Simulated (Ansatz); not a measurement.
CuO:

```
Cu O
1.0
     2.87950    0.00000    0.00000
     0.03907    2.87928    0.00000
     0.01750    0.01724    5.17634
Cu O
2 2
Direct
  0.00000 0.50000 0.00000
  0.50000 0.00000 0.50000
  0.99842 0.00167 0.74989
  0.00158 0.99833 0.25011
```

The cell comes from a database or a generator and needn't be the stable form of this composition.

* Program: Ansatz 0.2.0
* Task: relaxation of cell and atoms
* Functional: PBEsol
* Potentials or basis: JTH PAW
* Cutoff: 1380 eV (not typed: the program's choice for these potentials)
* k mesh: 9 × 9 × 5
* Occupations: fermi-dirac, width 0.05 eV
* Spin: no spin polarisation

At the start: volume 10.73 Å³/atom.

Question: Where does the relaxation end?

Answer: It ends after 6 steps and the volume is 10.69 Å³/atom (-0.4 %); space group P4_2/mmc (No. 131, to 0.05 Å).

The path:
```
step  energy change (eV)  largest force (eV/Å)  volume (Å³)
   1              0.0000                0.0127        42.92
   2             -0.0064                0.0092        42.86
   3             -0.0085                0.0033        42.74
   4             -0.0086                0.0023        42.76
   5             -0.0086                0.0003        42.76
   6             -0.0086                0.0004        42.76
```

Final structure:
```yaml
crystal:
  lattice:
    - [2.89728, -0.01683, -0.00405]
    - [0.02249, 2.89726, -0.00403]
    - [0.01021, 0.01011, 5.09343]
  atoms:
    - { symbol: Cu, position: [0.00000, 0.50000, 0.00000] }
    - { symbol: Cu, position: [0.50000, 0.00000, 0.50000] }
    - { symbol: O, position: [0.99976, 0.00025, 0.75000] }
    - { symbol: O, position: [0.00024, 0.99975, 0.25000] }
```

Caveat: the plane-wave basis is chosen anew once the cell has moved, so the energies of steps on either side of that aren't comparable; the run has no spin polarisation, though such a crystal can be magnetic.
